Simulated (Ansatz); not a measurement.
Crystal: NiO.

```
Ni O
1.0
     2.78306    0.00000    0.00000
    -1.39153    2.41020    0.00000
     0.00000    0.00000    2.71613
Ni O
1 1
Direct
  0.00000 0.00000 0.00000
  0.66667 0.33333 0.50000
```

Measurements of this composition are mostly on another form, of space group No. 225.

| Property | Result |
| --- | --- |
| Program | Ansatz 0.2.0 |
| Task | single point |
| Functional | PBE |
| Potentials or basis | Ansatz PAW |
| Cutoff | 420 eV (not typed: the program's choice for these potentials) |
| k mesh | 11 × 11 × 10 |
| Occupations | fermi-dirac, width 0.05 eV |
| Spin | collinear spin, ferromagnetic start |
| Starting moments | [1.0, 0.0] μB |

On this cell: pressure 5.1 GPa; largest force under 0.003 eV/Å; net moment 1.88 μB per cell; site moments Ni +1.42; O +0.43 μB; band gap on the k mesh none (metal or under the smearing width).

The same run follows on a disturbed copy (atoms moved at random, drawn with an rms of 0.05 Å):

```
CELL_PARAMETERS angstrom
2.78306 0.00000 0.00000
-1.39153 2.41020 0.00000
0.00000 0.00000 2.71613
ATOMIC_POSITIONS crystal
Ni 0.01209 0.00469 0.98053
O 0.64487 0.32773 0.50776
```

Task: What changes?

Result: The energy (extrapolated to zero smearing) moves by -0.1 meV/atom; pressure 6.0 GPa; largest force 0.244 eV/Å; net moment 1.79 μB per cell; site moments Ni +1.35; O +0.39 μB; band gap on the k mesh none (metal or under the smearing width).

Forces on the atoms (eV/Å):
```
Ni  -0.167 -0.060 -0.167
O    0.167  0.060  0.167
```

Stress tensor (GPa, compression positive):
```
 7.52  1.14 -1.89
 1.14  6.49 -0.74
-1.89 -0.74  3.88
```

Caveats: a cell with one magnetic atom can't hold antiferromagnetic order, which such compounds often take; semilocal functionals often make such compounds metallic where correlation or magnetic order opens a gap, which also shifts bond lengths.
